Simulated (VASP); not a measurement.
Wanted: the native input for a VASP 6.6.1 run.

* Task: single point
* Functional: PBEsol
* Potentials or basis: VASP PAW PBE potentials, release 64 (Mo_sv)
* Cutoff: 520 eV
* k mesh: 18 × 18 × 4
* Occupations: gaussian, width 0.1 eV
* Spin: no spin polarisation
* Dipole correction: no
* Further INCAR settings: ALGO = Fast; EDIFF = 1e-06; NBANDS = 43

The structure of Mo lies in POSCAR:

```
Mo
1.0
    2.7436554934      0.0000000000      0.0000000000
   -1.3718277467      2.3760753565      0.0000000000
    0.0000000000      0.0000000000     11.9538442633
Mo
5
Direct
    0.0000000000      0.0000000000      0.0011150315
    0.3333333333      0.6666666667      0.2000000000
    0.6666666667      0.3333333333      0.3988849685
    0.0000000000      0.0000000000      0.5990541354
    0.6666666667      0.3333333333      0.8009458646
```

The cell was built by a generator and needn't be a form met in nature.

One way to write it, as run:

INCAR

```
SYSTEM = Mo
PREC = Accurate
ENCUT = 520
EDIFF = 1E-6
ISMEAR = 0
SIGMA = 0.1
LREAL = .FALSE.
LASPH = .TRUE.
NELM = 100
ALGO = Fast
ISIF = 2
LWAVE = .FALSE.
LCHARG = .FALSE.
GGA = PS
NBANDS = 43
```

KPOINTS

```
regular mesh
0
G
  18 18 4
  0 0 0
```

Potentials or basis: VASP PAW PBE potentials, release 64 (Mo_sv).

Command:

```bash
$ cat potpaw_PBE.64/Mo_sv/POTCAR > POTCAR
$ mpirun -np 1 vasp_std > vasp.out
```

Results of the run:

| Property | Result |
| --- | --- |
| Pressure | 0.5 GPa |
| Band gap on the k mesh | none (metal or under the smearing width) |

Caveat: the PAW data sets were made with another functional, which shifts forces and pressure a little.

Wall time 9.2 min on 1 thread of AMD EPYC 7R13 Processor (Zen 3), with other jobs on the host, peak memory 0.38 GiB.
